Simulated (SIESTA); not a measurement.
**Zr in SIESTA: the effect of strain zz**

The system is Zr.

```
Zr
1.0
     3.23200    0.00000    0.00000
    -1.61600    2.79899    0.00000
     0.00000    0.00000    4.94112
Zr
2
Direct
  0.66667 0.33333 0.75000
  0.33333 0.66667 0.25000
```

The cell isn't the ideal one: cell strained along z.

Alike in all runs:

```yaml
Program: SIESTA 5.4.2
Task: band structure
Functional: PBEsol
Potentials_or_basis: PseudoDojo 0.4 standard (PBEsol files)
Basis: DZP (energy shift 0.003 Ry; two zetas on semicore shells)
Grid_cutoff: 800 Ry
Energy_shift: 0.003 Ry
k_mesh: 9 × 9 × 5
Occupations: fermi-dirac, width 0.05 eV
Spin: no spin polarisation
```

| strain zz | pressure (GPa) |
| --- | --- |
| -0.04 | 1.8 |
| -0.02 | -0.5 |
| 0 | -2.5 |
| 0.02 | -4.4 |
| 0.04 | ? |

What does the run with strain zz 0.04 give?

Pressure -6.1 GPa.

Worked out: A parabola through the other rows of the pressure, of slope -78 GPa per unit of strain zz there, extrapolates to -6.1 GPa, against the run's -6.1.

Caveats: the basis of atomic orbitals isn't converged, which shifts pressures, moduli and gaps.
